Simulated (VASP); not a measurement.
Input of a VASP 6.6.1 run:

INCAR

```
SYSTEM = HfN
PREC = Accurate
ENCUT = 600
EDIFF = 1E-7
ISMEAR = 1
SIGMA = 0.1
LREAL = .FALSE.
LASPH = .TRUE.
NELM = 80
ALGO = Normal
ISIF = 3
LWAVE = .FALSE.
LCHARG = .FALSE.
GGA = PS
IBRION = 2
NSW = 90
EDIFFG = -0.005
KPAR = 2
```

The input KPOINTS:

```
Automatic mesh
0
G
  14 14 14
  0 0 0
```

POSCAR

```
HfN                                     
1.0
    0.0000000000      2.2449355949      2.2449355949
    2.2449355949      0.0000000000      2.2449355949
    2.2449355949      2.2449355949      0.0000000000
  Hf              N             
     1     1
Direct
     0.0000000000000000    0.0000000000000000    0.0000000000000000
     0.5000000000000000    0.5000000000000000    0.5000000000000000
```

Potentials or basis: VASP PAW PBE potentials, release 64 (Hf_pv, N).

Command:

```sh
$ cat potpaw_PBE.64/Hf_pv/POTCAR potpaw_PBE.64/N/POTCAR > POTCAR
$ mpirun -np 2 vasp_std > vasp.out
```

Estimate the band gap on the k mesh.

none (metal or under the smearing width).

Final structure:
```cif
data_structure
_symmetry_space_group_name_H-M 'P 1'
_symmetry_Int_Tables_number 1
_cell_length_a 3.1748
_cell_length_b 3.1748
_cell_length_c 3.1748
_cell_angle_alpha 60.000
_cell_angle_beta 60.000
_cell_angle_gamma 60.000
_cell_volume 22.63
loop_
_atom_site_label
_atom_site_type_symbol
_atom_site_fract_x
_atom_site_fract_y
_atom_site_fract_z
_atom_site_occupancy
Hf1 Hf 0.00000 0.00000 0.00000 1
N1 N 0.50000 0.50000 0.50000 1
```

Caveat: the relaxation stopped at its first step, so nothing moved. Spin-orbit coupling is left out, which matters for the levels of Hf.
